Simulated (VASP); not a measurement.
# SiC (Moissanite) (P6_3mc) in VASP: further runs

One crystal, SiC (Moissanite), is run at these levels: PBE; tasks: dielectric tensor.

All numbers are computed with VASP 6.6.1; they aren't measurements. Logs are shortened: lines on timing, memory, paths and dates and some standing lists are left out, and cuts for length are marked.

### 1 Starting point

Symmetry: P6_3mc, No. 186, hexagonal system. The conventional cell has a = 3.076 Å, b = 3.076 Å, c = 5.048 Å, α = 90.00°, β = 90.00°, γ = 120.00°. Si (site symmetry 3m) is surrounded by 4 C at 1.87 to 1.94 Å. C (site symmetry 3m) is surrounded by 4 Si at 1.87 to 1.94 Å.

### 2 Dielectric tensor, PBE

INCAR

```
SYSTEM = SiC
ALGO     = Normal         ! electronic algorithm
EDIFF    = 1E-8           ! SCF threshold, eV
ENCUT    = 400            ! plane-wave cutoff, eV
GGA      = PE             ! functional
ISIF     = 2              ! what is computed and relaxed
ISMEAR   = 0              ! smearing method
LASPH    = .TRUE.         ! aspherical terms in the spheres
LCHARG   = .FALSE.        ! write CHGCAR
LEPSILON = .TRUE.         ! dielectric tensor by DFPT
LREAL    = .FALSE.        ! projectors in reciprocal space
LWAVE    = .FALSE.        ! write WAVECAR
NELM     = 100            ! most SCF steps
PREC     = Accurate       ! precision mode
SIGMA    = 0.01           ! smearing width, eV
```

KPOINTS

```
k-points
0
G
  10 10 5
  0 0 0
```

POSCAR

```
SiC
1.0
    3.0760000000      0.0000000000      0.0000000000
   -1.5380000000      2.6638941420      0.0000000000
    0.0000000000      0.0000000000      5.0480000000
Si C
2 2
Direct
    0.6666666667      0.3333333333      0.5000000000
    0.3333333333      0.6666666667      0.0000000000
    0.6666666667      0.3333333333      0.8850000000
    0.3333333333      0.6666666667      0.3850000000
```

Potentials or basis: VASP PAW PBE potentials, release 64 (Si, C).

Started as:

```bash
$ cat potpaw_PBE.64/Si/POTCAR potpaw_PBE.64/C/POTCAR > POTCAR
$ mpirun -np 1 vasp_std > vasp.out
```

OUTCAR:

```text
SYSTEM = SiC
   EDIFF = 1E-8
   ENCUT = 400
   GGA = PE
   ISIF = 2
   ISMEAR = 0
   LASPH = .TRUE.
   LEPSILON = .TRUE.
   LREAL = .FALSE.
   NELM = 100
   PREC = Accurate

 Found     42 irreducible k-points:

 Following reciprocal coordinates:
            Coordinates               Weight
  0.000000  0.000000  0.000000      1.000000
  0.100000 -0.000000  0.000000      6.000000
  0.200000 -0.000000  0.000000      6.000000
  0.300000  0.000000  0.000000      6.000000
  0.400000 -0.000000  0.000000      6.000000
  0.500000  0.000000  0.000000      3.000000
   k-points           NKPTS =     42   k-points in BZ     NKDIM =     42   number of bands    NBANDS=     12
   number of dos      NEDOS =    301   number of ions     NIONS =      4
   total plane-waves  NPLWV =  14400
   dimension x,y,z NGX =    20 NGY =   20 NGZ =   36
   dimension x,y,z NGXF=    40 NGYF=   40 NGZF=   72
   ions per type =               2   2
   NGX,Y,Z   is equivalent  to a cutoff of  10.81, 10.81, 11.86 a.u.
   NGXF,Y,Z  is equivalent  to a cutoff of  21.62, 21.62, 23.71 a.u.
 SYSTEM =  SiC
   PREC   = accura    normal or accurate (medium, high low for compatibility)
   ISTART =      0    job   : 0-new  1-cont  2-samecut
   ICHARG =      2    charge: 1-file 2-atom 10-const
   ISPIN  =      1    spin polarized calculation?
   LNONCOLLINEAR =      F non collinear calculations
   LSORBIT =      F    spin-orbit coupling
   LASPH  =      T    aspherical Exc in radial PAW
   ENCUT  =  400.0 eV  29.40 Ry    5.42 a.u.   5.02  5.02  8.23*2*pi/ulx,y,z
   NELM   =    100;   NELMIN=  2; NELMDL= -5     # of ELM steps
   EDIFF  = 0.1E-07   stopping-criterion for ELM
   LREAL  =      F    real-space projection
   EDIFFG = 0.1E-06   stopping-criterion for IOM
   NSW    =      0    number of steps for IOM
   IBRION =     -1    ionic relax: 0-MD 1-quasi-New 2-CG
   NFREE  =      0    steps in history (QN), initial steepest desc. (CG)
   ISIF   =      2    stress and relaxation
   ISYM   =      2    0-nonsym 1-usesym 2-fastsym
   POTIM  = 0.5000    time-step for ionic-motion
   TEBEG  =    0.0;   TEEND  =   0.0 temperature during run
   PSTRESS=    0.0 pullay stress
   NELECT =      16.0000    total number of electrons
   NUPDOWN=      -1.0000    fix difference up-down
   EMIN   =  10.00;   EMAX   =-10.00  energy-range for DOS
   EFERMI =   0.00;   METHOD = LEGACY
   ISMEAR =     0;   SIGMA  =   0.01  broadening in eV -4-tet -1-fermi 0-gaus
   EFERMI_NEDOS =   21; number of points for ismear=-14 and -15
   IALGO  =     38    algorithm
   IMIX   =      4    mixing-type and parameters
     AMIX     =   0.40;   BMIX     =  1.00
     AMIX_MAG =   1.60;   BMIX_MAG =  1.00
  volume/ion in A,a.u.               =      10.34        69.78
  Fermi-wavevector in a.u.,A,eV,Ry     =   1.192817  2.254098 19.358549  1.422813
  Thomas-Fermi vector in A             =   2.328847
   LORBIT       =      0    0 simple, 1 ext, 2 COOP (PROOUT), +10 PAW based schemes
   GGA     = PE    functional components
   LHFCALC =     F    Hartree Fock is set to
   AEXX    =    0.0000 exact exchange contribution
   IVDW    =     0    specifies the selected vdW correction
   LEPSILON=     T    determine dielectric tensor
   LRPA    =     F    only Hartree local field effects (RPA)
 non-spin polarized calculation
 Gauss-broadening in eV      SIGMA  =   0.01
  energy-cutoff  :      400.00
  volume of cell :       41.36
 maximum number of plane-waves:       768
 NGX is ok and might be reduce to    20
   NGX =  9   NGY =  9   NGZ = 17

--------------------------------------- Ionic step        1  -------------------------------------------

 number of electron      15.9999999 magnetization

 E-fermi :   8.4726     XC(G=0): -11.3483

 val. band max:        8.4112590119   @ k =   0.0000   0.0000   0.0000
 cond. band min:      10.8914832296   @ k =   0.3000   0.3000   0.0000
 fundamental gap:      2.4802242177
 Fermi energy:         8.4726076254

 k-point     1 :       0.0000    0.0000    0.0000
  band No.  band energies     occupation
      1      -7.3173      2.00000
      2      -3.8166      2.00000
      3      -0.2841      2.00000
      4       6.8551      2.00000
      5       6.8551      2.00000
      6       8.1379      2.00000
      7       8.1379      2.00000
      8       8.4113      2.00000
      9      13.0327      0.00000
     10      14.4308      0.00000
     11      14.9166      0.00000
     12      14.9166      0.00000

 k-point     2 :       0.1000   -0.0000    0.0000
  band No.  band energies     occupation
      1      -7.1437      2.00000
      2      -3.6677      2.00000
      3      -0.1228      2.00000
      4       5.9182      2.00000
      5       6.5654      2.00000
      6       7.5000      2.00000
      7       8.0324      2.00000
      8       8.2873      2.00000
      9      13.4958      0.00000
     10      14.4805      0.00000
     11      14.9373      0.00000
     12      15.3018      0.00000

 k-point     3 :       0.2000   -0.0000    0.0000
  band No.  band energies     occupation
      1      -6.6296      2.00000
      2      -3.2401      2.00000
      3       0.3393      2.00000
      4       4.0390      2.00000
      5       5.9645      2.00000
      6       6.0348      2.00000
      7       7.7143      2.00000
      8       7.8547      2.00000
      9      12.7948      0.00000
     10      14.8100      0.00000
     11      15.2193      0.00000
     12      15.9251      0.00000

 k-point     4 :       0.3000    0.0000    0.0000
  band No.  band energies     occupation
      1      -5.8013      2.00000
      2      -2.6272      2.00000
      3       0.9130      2.00000
      4       2.2878      2.00000
      5       4.3362      2.00000
      6       5.3899      2.00000
      7       7.0085      2.00000
      8       7.3244      2.00000
      9      11.8594      0.00000
     10      13.5528      0.00000
     11      15.4524      0.00000
     12      16.0331      0.00000

 k-point     5 :       0.4000   -0.0000    0.0000
  band No.  band energies     occupation
      1      -4.7456      2.00000
      2      -2.2366      2.00000
      3       0.4619      2.00000
      4       2.3414      2.00000
      5       2.7922      2.00000
      6       5.0024      2.00000
      7       5.8707      2.00000
      8       7.0310      2.00000
      9      11.2240      0.00000
     10      12.8255      0.00000
     11      15.2696      0.00000
     12      15.7424      0.00000

 k-point     6 :       0.5000    0.0000    0.0000
  band No.  band energies     occupation
      1      -3.9863      2.00000
      2      -2.5285      2.00000
      3       0.4144      2.00000
      4       1.8597      2.00000
      5       2.9788      2.00000
      6       4.8667      2.00000
      7       5.1506      2.00000
      8       6.9244      2.00000
      9      11.0006      0.00000
     10      12.6100      0.00000
     11      15.1551      0.00000
     12      15.6164      0.00000

 [... further k-points ...]

  FORCE on cell =-STRESS in cart. coord.  units (eV):
  Direction    XX          YY          ZZ          XY          YZ          ZX
  --------------------------------------------------------------------------------------
  -------------------------------------------------------------------------------------
  Total        1.0523474      1.0523474     -0.1853283      0.0000000      0.0000000     -0.0000000
  in kB       40.7612110     40.7612110     -7.1784350      0.0000000      0.0000000     -0.0000000
  external PRESSURE =      24.7813290 kB  Pullay stress =       0.0000000 kB

 VOLUME and BASIS-vectors are now :
 -----------------------------------------------------------------------------
  energy-cutoff  :      400.00
  volume of cell :       41.36
      direct lattice vectors                 reciprocal lattice vectors
     3.076000000  0.000000000  0.000000000     0.325097529  0.187695146  0.000000000
    -1.538000000  2.663894142  0.000000000     0.000000000  0.375390292  0.000000000
     0.000000000  0.000000000  5.048000000     0.000000000  0.000000000  0.198098257

 POSITION                                       TOTAL-FORCE (eV/Angst)
 -----------------------------------------------------------------------------------
      1.53800      0.88796      2.52400        -0.000000      0.000000      0.752157
     -0.00000      1.77593      0.00000        -0.000000      0.000000      0.752157
      1.53800      0.88796      4.46748         0.000000     -0.000000     -0.752157
     -0.00000      1.77593      1.94348        -0.000000      0.000000     -0.752157
 -----------------------------------------------------------------------------------
    total drift:                               -0.000000     -0.000000     -0.000236

  FREE ENERGIE OF THE ION-ELECTRON SYSTEM (eV)
  ---------------------------------------------------
  free  energy   TOTEN  =       -30.0763913514 eV

  energy  without entropy=      -30.0763913514  energy(sigma->0) =      -30.07639135

 HEAD OF MICROSCOPIC STATIC DIELECTRIC TENSOR (INDEPENDENT PARTICLE, excluding Hartree and local field effects)
 ------------------------------------------------------
           7.127369     0.000000     0.000000
           0.000000     7.127369     0.000000
          -0.000000     0.000000     7.686186
 ------------------------------------------------------

 Free energy of the ion-electron system (eV)
  ---------------------------------------------------
  ---------------------------------------------------
  free energy    TOTEN  =        -0.72433183 eV

  energy without entropy =       -0.72433183

------------------------ aborting loop because EDIFF is reached ----------------------------------------

--------------------------------------- Ionic step        2  -------------------------------------------

------------------------ aborting loop because EDIFF is reached ----------------------------------------

--------------------------------------- Ionic step        3  -------------------------------------------

 Free energy of the ion-electron system (eV)
  ---------------------------------------------------
  ---------------------------------------------------
  free energy    TOTEN  =        -0.79440906 eV

  energy without entropy =       -0.79440906

------------------------ aborting loop because EDIFF is reached ----------------------------------------

 PIEZOELECTRIC TENSOR FIELD DIRECTION 3  (e Angst)
 -----------------------------------------------------------------------------
     1.27014  0.00000 -0.00000           (  0.05790  0.00000 -0.00000)
     0.00000  1.27014 -0.00000           (  0.00000  0.05790 -0.00000)
    -0.00000 -0.00000 -1.98594           ( -0.00000 -0.00000 -0.12153)

 PIEZOELECTRIC TENSOR FIELD DIRECTION 3  (C/m^2)
 -----------------------------------------------------------------------------
     0.49197  0.00000 -0.00000
     0.00000  0.49197 -0.00000
    -0.00000 -0.00000 -0.76923

 MACROSCOPIC STATIC DIELECTRIC TENSOR (including local field effects in DFT)
 ------------------------------------------------------
           6.884811    -0.000000     0.000000
           0.000000     6.884811    -0.000000
          -0.000000     0.000000     7.464743
 ------------------------------------------------------

 PIEZOELECTRIC TENSOR (including local field effects)  for field in x, y, z        (e  Angst)
          XX          YY          ZZ          XY          YZ          ZX
  --------------------------------------------------------------------------------
  x     0.00000     0.00000     0.00000     0.00000     0.00000     1.44296
  y    -0.00000    -0.00000     0.00000     0.00000     1.44296     0.00000
  z     1.27014     1.27014    -1.98594     0.00000    -0.00000     0.00000

 PIEZOELECTRIC TENSOR (including local field effects)  for field in x, y, z        (C/m^2)
          XX          YY          ZZ          XY          YZ          ZX
  --------------------------------------------------------------------------------
  x     0.00000     0.00000     0.00000     0.00000     0.00000     0.55891
  y    -0.00000    -0.00000     0.00000     0.00000     0.55891     0.00000
  z     0.49197     0.49197    -0.76923     0.00000    -0.00000     0.00000

 BORN EFFECTIVE CHARGES (including local field effects) (in |e|, cummulative output)
 ---------------------------------------------------------------------------------
 ion    1
    1     2.66238     0.00000     0.00000
    2     0.00000     2.66238    -0.00000
    3     0.00000     0.00000     2.91093
 ion    2
    1     2.66238    -0.00000     0.00000
    2     0.00000     2.66238    -0.00000
    3     0.00000    -0.00000     2.91093
 ion    3
    1    -2.66238     0.00000     0.00000
    2     0.00000    -2.66238    -0.00000
    3     0.00000     0.00000    -2.91093
 ion    4
    1    -2.66238    -0.00000     0.00000
    2     0.00000    -2.66238    -0.00000
    3     0.00000     0.00000    -2.91093
```

Wall time 1.9 min (1 thread of Intel Xeon Platinum 8559C (Emerald Rapids), shared host); peak memory 0.22 GiB.

The run converged, but some of its settings lie outside the range that counts as converged, so its numbers aren't taken as properties of the crystal.

What came out:

```
Band gap on the k mesh                  : 2.48 eV, indirect (least direct gap 4.08 eV)
Electronic dielectric tensor (diagonal) : 6.88, 6.88, 7.46
Born charges (mean of the diagonal)     : Si +2.75; C -2.75 e
```

Caveat: the cutoff is under 1.25 times the usual one of these potentials, so pressure, stress and relaxed cells hold a basis-set (Pulay) error; an odd mesh through Γ misses points on the zone boundary, where band edges often lie.

### 3 Dielectric tensor, PBE

INCAR, as its differences from that of step 2:

```diff
@@ -3,3 +3,3 @@
 EDIFF    = 1E-8           ! SCF threshold, eV
-ENCUT    = 400            ! plane-wave cutoff, eV
+ENCUT    = 460            ! plane-wave cutoff, eV
 GGA      = PE             ! functional
```

KPOINTS is that of step 2.

POSCAR is that of step 2.

Potentials or basis: VASP PAW PBE potentials, release 64 (Si, C).

Started as:

```bash
$ cat potpaw_PBE.64/Si/POTCAR potpaw_PBE.64/C/POTCAR > POTCAR
$ mpirun -np 1 vasp_std > vasp.out
```

OUTCAR:

```text
SYSTEM = SiC
   EDIFF = 1E-8
   ENCUT = 460
   GGA = PE
   ISIF = 2
   ISMEAR = 0
   LASPH = .TRUE.
   LEPSILON = .TRUE.
   LREAL = .FALSE.
   NELM = 100
   PREC = Accurate

 Found     42 irreducible k-points:

 Following reciprocal coordinates:
            Coordinates               Weight
  0.000000  0.000000  0.000000      1.000000
  0.100000 -0.000000  0.000000      6.000000
  0.200000 -0.000000  0.000000      6.000000
  0.300000  0.000000  0.000000      6.000000
  0.400000 -0.000000  0.000000      6.000000
  0.500000  0.000000  0.000000      3.000000
   k-points           NKPTS =     42   k-points in BZ     NKDIM =     42   number of bands    NBANDS=     12
   number of dos      NEDOS =    301   number of ions     NIONS =      4
[... 237 lines left out ...]
           6.885373     0.000000    -0.000000
           0.000000     6.885373     0.000000
           0.000000     0.000000     7.465286
 ------------------------------------------------------

 PIEZOELECTRIC TENSOR (including local field effects)  for field in x, y, z        (e  Angst)
          XX          YY          ZZ          XY          YZ          ZX
  --------------------------------------------------------------------------------
  x     0.00000     0.00000     0.00000     0.00000     0.00000     1.44688
  y     0.00000     0.00000     0.00000     0.00000     1.44688     0.00000
  z     1.27369     1.27369    -1.99300     0.00000     0.00000     0.00000

 PIEZOELECTRIC TENSOR (including local field effects)  for field in x, y, z        (C/m^2)
          XX          YY          ZZ          XY          YZ          ZX
  --------------------------------------------------------------------------------
  x     0.00000     0.00000     0.00000     0.00000     0.00000     0.56043
  y     0.00000     0.00000     0.00000     0.00000     0.56043     0.00000
  z     0.49335     0.49335    -0.77196     0.00000     0.00000     0.00000

 BORN EFFECTIVE CHARGES (including local field effects) (in |e|, cummulative output)
 ---------------------------------------------------------------------------------
 ion    1
    1     2.66277     0.00000    -0.00000
    2     0.00000     2.66277     0.00000
    3     0.00000     0.00000     2.91109
 ion    2
    1     2.66277     0.00000    -0.00000
    2     0.00000     2.66277     0.00000
    3     0.00000     0.00000     2.91109
 ion    3
    1    -2.66277    -0.00000     0.00000
    2     0.00000    -2.66277     0.00000
    3     0.00000    -0.00000    -2.91109
 ion    4
    1    -2.66277     0.00000     0.00000
    2     0.00000    -2.66277     0.00000
    3     0.00000     0.00000    -2.91109
```

stdout:

```text
POSCAR found type information on POSCAR SiC
 POSCAR found :  2 types and       4 ions
 scaLAPACK will be used
 LDA part: xc-table for (Slater+PW92), standard interpolation
 POSCAR, INCAR and KPOINTS ok, starting setup
 FFT: planning ... GRIDC
 FFT: planning ... GRID_SOFT
 FFT: planning ... GRID
 WAVECAR not read
 entering main loop
 Linear response reoptimize wavefunctions to high precision
 Linear response G [H, r] |phi>, progress :
  Direction:   1
 Linear response G [H, r] |phi>, progress :
  Direction:   2
 Linear response G [H, r] |phi>, progress :
  Direction:   3
 Linear response to external field (no local field effect), progress :
  Direction:   1
 dielectric tensor                  component  1 :     5.918    -2.147    -0.934
 Linear response to external field (no local field effect), progress :
  Direction:   2
 dielectric tensor                  component  2 :    -2.147     8.337    -0.679
 Linear response to external field (no local field effect), progress :
  Direction:   3
 dielectric tensor                  component  3 :    -0.934    -0.679     7.686
 Linear response to external field, progress :
  Direction:   1
 dielectric tensor                  component  1 :     6.885    -0.330     0.000
 Linear response to external field, progress :
  Direction:   2
 dielectric tensor                  component  2 :    -1.002     6.885    -0.000
 Linear response to external field, progress :
  Direction:   3
 dielectric tensor                  component  3 :    -0.932    -0.678     7.465
 Born effective charges drift removed
```

Run time: 1.9 min. Hardware: 1 thread of Intel Xeon Platinum 8559C (Emerald Rapids), shared host; peak memory 0.26 GiB.

These settings aren't checked as converged: the numbers below hold their error.

Results:

| Quantity | Value |
| --- | --- |
| Band gap on the k mesh | 2.48 eV, indirect (least direct gap 4.08 eV) |
| Electronic dielectric tensor (diagonal) | 6.89, 6.89, 7.47 |
| Born charges (mean of the diagonal) | Si +2.75; C -2.75 e |

Caveat: the cutoff is under 1.25 times the usual one of these potentials, so pressure, stress and relaxed cells hold a basis-set (Pulay) error; an odd mesh through Γ misses points on the zone boundary, where band edges often lie.

(Continued in part 2 of 3.)
